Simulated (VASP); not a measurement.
# Settings for H₂Se: nudged elastic band

H₂Se, molecule in box, 3 atoms in the cell. PBE, nudged elastic band; PAW potentials Se, H (PBE set). VASP 6.6.1.

Wanted: barrier within 0.02 eV.

Path: H2Se through the linear form; Moving images: 3.

The series start from Cutoff ENCUT (eV): 250; SCF threshold EDIFF (eV): 1e-5; PREC: Normal; LREAL: no. Each series keeps the choices made before it, and each single choice may use up half of a tolerance. Times cover all steps of a run.

## Cutoff ENCUT (eV)

| Cutoff ENCUT (eV) | Barrier (eV) | Time (s) |
|---|---|---|
| 200 | 3.206 | 32 |
| 250 | 3.231 | 43 |
| 300 | 3.241 | 43 |
| 350 | 3.247 | 49 |
| 400 (reference) | 3.249 | 55 |

Chosen: 300, the loosest value from which every tighter one stays within half of the tolerance.

## SCF threshold EDIFF (eV)

| SCF threshold EDIFF (eV) | Barrier (eV) | Time (s) |
|---|---|---|
| 0.001 | 3.241 | 33 |
| 0.0001 | 3.241 | 37 |
| 1e-5 | 3.241 | 43 |
| 1e-6 (reference) | 3.241 | 57 |

Chosen: 0.001.

## PREC

| PREC | Barrier (eV) | Time (s) |
|---|---|---|
| Normal | 3.241 | 33 |
| Accurate | 3.241 | 58 |

Chosen: Normal; no other choice that stays within half of the tolerance saves 30 % of the time.

## LREAL

| LREAL | Barrier (eV) | Time (s) |
|---|---|---|
| no | 3.241 | 33 |
| Auto | 3.241 | 38 |

Chosen: no.

## All choices together

| Input | Barrier (eV) | Time (s) |
|---|---|---|
| chosen settings | 3.241 | 33 |
| reference settings throughout | 3.249 | 88 |

The tolerance is met.

## The input

INCAR.step1:
```
PREC = Normal
ENCUT = 300
EDIFF = 0.001
ISMEAR = 0
SIGMA = 0.01
ISYM = 0
LREAL = False
LASPH = True
NELM = 100
ALGO = Normal
LWAVE = False
LCHARG = False
IBRION = 2
NSW = 100
ISIF = 2
EDIFFG = -0.02
POTIM = 0.5
```

INCAR.step3, as INCAR.step1 but for:
```
- IBRION = 2
- ISIF = 2
- EDIFFG = -0.02
- POTIM = 0.5
+ IBRION = 1
+ POTIM = 0.3
+ EDIFFG = -0.05
+ SPRING = -5
+ IMAGES = 3
```

KPOINTS:
```
k-points
0
Gamma
  1 1 1
```

00/POSCAR:
```
H2Se
1.0
    9.0000000000      0.0000000000      0.0000000000
    0.0000000000      6.5000000000      0.0000000000
    0.0000000000      0.0000000000      9.0000000000
Se H
1 2
Direct
    0.5000000348      0.4999999848      0.4225384523
    0.6169479139      0.4999999119      0.5387307931
    0.3830520513      0.5000001033      0.5387307545
```

01/POSCAR:
```
H2Se
1.0
    9.0000000000      0.0000000000      0.0000000000
    0.0000000000      6.5000000000      0.0000000000
    0.0000000000      0.0000000000      9.0000000000
Se H
1 2
Direct
    0.5000000110      0.4999999914      0.4562727518
    0.6463985434      0.4999999550      0.5218636358
    0.3536014456      0.5000000536      0.5218636124
```

02/POSCAR:
```
H2Se
1.0
    9.0000000000      0.0000000000      0.0000000000
    0.0000000000      6.5000000000      0.0000000000
    0.0000000000      0.0000000000      9.0000000000
Se H
1 2
Direct
    0.5000000000      0.5000000000      0.5000000000
    0.6633333333      0.5000000000      0.5000000000
    0.3366666667      0.5000000000      0.5000000000
```

03/POSCAR:
```
H2Se
1.0
    9.0000000000      0.0000000000      0.0000000000
    0.0000000000      6.5000000000      0.0000000000
    0.0000000000      0.0000000000      9.0000000000
Se H
1 2
Direct
    0.5000000248      0.4999999931      0.5437272200
    0.6463983230      0.5000002174      0.4781363836
    0.3536016522      0.4999997896      0.4781363964
```

04/POSCAR:
```
H2Se
1.0
    9.0000000000      0.0000000000      0.0000000000
    0.0000000000      6.5000000000      0.0000000000
    0.0000000000      0.0000000000      9.0000000000
Se H
1 2
Direct
    0.5000000716      0.4999999878      0.5774613481
    0.6169474434      0.5000004213      0.4612693196
    0.3830524850      0.4999995909      0.4612693323
```

POSCAR.step1:
```
H2Se
1.0
    9.0000000000      0.0000000000      0.0000000000
    0.0000000000      6.5000000000      0.0000000000
    0.0000000000      0.0000000000      9.0000000000
Se H
1 2
Direct
    0.5000000000      0.5000000000      0.4236787690
    0.6164975734      0.5000000000      0.5381606155
    0.3835024266      0.5000000000      0.5381606155
```

POSCAR.step2:
```
H2Se
1.0
    9.0000000000      0.0000000000      0.0000000000
    0.0000000000      6.5000000000      0.0000000000
    0.0000000000      0.0000000000      9.0000000000
Se H
1 2
Direct
    0.5000000000      0.5000000000      0.5763212310
    0.6164975734      0.5000000000      0.4618393845
    0.3835024266      0.5000000000      0.4618393845
```

Commands (each step's output is kept before the next begins):
```
cat potpaw_PBE.64/Se/POTCAR potpaw_PBE.64/H/POTCAR > POTCAR
cp INCAR.step1 INCAR
cp POSCAR.step1 POSCAR
mpirun -np 2 vasp_gam > vasp.out
cp POSCAR.step2 POSCAR
mpirun -np 2 vasp_gam > vasp.out
# 00 and 04 hold the relaxed ends; the images between are interpolated (pair-distance (IDPP), through a guessed midpoint)
cp INCAR.step3 INCAR
mpirun -np 3 vasp_gam > vasp.out
```

The chosen input took VASP 6.6.1 33 s on 3 cores (AMD EPYC 7R43 (Zen 3)), a shared host.
